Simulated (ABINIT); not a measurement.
Crystal: CdSe.

```xyz
2
Lattice="0.0000 3.0703 3.0703 3.0703 0.0000 3.0703 3.0703 3.0703 0.0000" Properties=species:S:1:pos:R:3 pbc="T T T"
Cd    0.0000    0.0000    0.0000
Se    1.5351    1.5351    1.5351
```

Measurements of this composition are mostly on another form, of space group No. 186.

Base run:

```yaml
Program: ABINIT 10.8.3 (patched build)
Functional: SCAN
Potentials_or_basis: JTH PAW PBE v2.0
Cutoff: 707 eV
k_mesh: 8 × 8 × 8
Occupations: fermi-dirac, width 0.05 eV
Spin: no spin polarisation
```

Its results: band gap on the k mesh 0.83 eV, direct; pressure -1.1 GPa.

The run is repeated on the same cell with these changes: functional from SCAN to PBEsol. What comes out?

Band gap on the k mesh 0.42 eV, direct; pressure -1.5 GPa.

SCAN gives the wider gap, since meta-GGAs in the generalised Kohn-Sham scheme recover part of the derivative discontinuity.

Caveats: the PAW data sets were made with another functional, which shifts forces and pressure a little.

